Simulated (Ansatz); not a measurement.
CdSe (Cadmoselite):

```
CELL_PARAMETERS angstrom
4.30000 0.00000 0.00000
-2.15000 3.72391 0.00000
0.00000 0.00000 7.02000
ATOMIC_POSITIONS crystal
Cd 0.66667 0.33333 0.50000
Cd 0.33333 0.66667 0.00000
Se 0.66667 0.33333 0.88500
Se 0.33333 0.66667 0.38500
```

| Property | Result |
| --- | --- |
| Program | Ansatz 0.2.0 |
| Task | relaxation of cell and atoms |
| Functional | HF |
| Potentials or basis | Ansatz PAW |
| Cutoff | 420 eV (not typed: the program's choice for these potentials) |
| k mesh | 4 × 4 × 2 |
| Occupations | fermi-dirac, width 0.05 eV |
| Spin | no spin polarisation |

At the start: volume 28.10 Å³/atom.

**Question.** Where does the relaxation end?

**Answer.** It ends after 8 steps and the volume is 31.30 Å³/atom (+11.4 %); space group P6_3mc (No. 186, to 0.05 Å).

The path:
```csv
step,energy change (eV),largest force (eV/Å),volume (Å³)
1,0.0000,0.3267,112.41
2,-0.1837,0.0572,129.08
3,-0.2075,0.0379,126.19
4,-0.2112,0.0109,125.35
5,-0.2110,0.0004,125.42
6,-0.2581,0.0000,125.42
7,-0.2589,0.0008,125.22
8,-0.2586,0.0008,125.22
```

Final structure:
```
Cd Se
1.0
     4.46337    0.00000    0.00000
    -2.23169    3.86539    0.00000
     0.00000    0.00000    7.25784
Cd Se
2 2
Direct
  0.66667 0.33333 0.50426
  0.33333 0.66667 0.00426
  0.66667 0.33333 0.88074
  0.33333 0.66667 0.38074
```

Caveat: the k mesh is coarse (spacing up to 0.45 Å⁻¹), so the values aren't converged, least of all with exact exchange; the plane-wave basis is chosen anew once the cell has moved, so the energies of steps on either side of that aren't comparable; the pressure holds a Pulay correction of +0.6 GPa for the finite cutoff; the volume moved by +11 % from the deposited cell, more than functionals usually miss; the PAW data sets come from PBE, with cores solved anew for the run's functional, which leaves a small shift of forces and pressure.
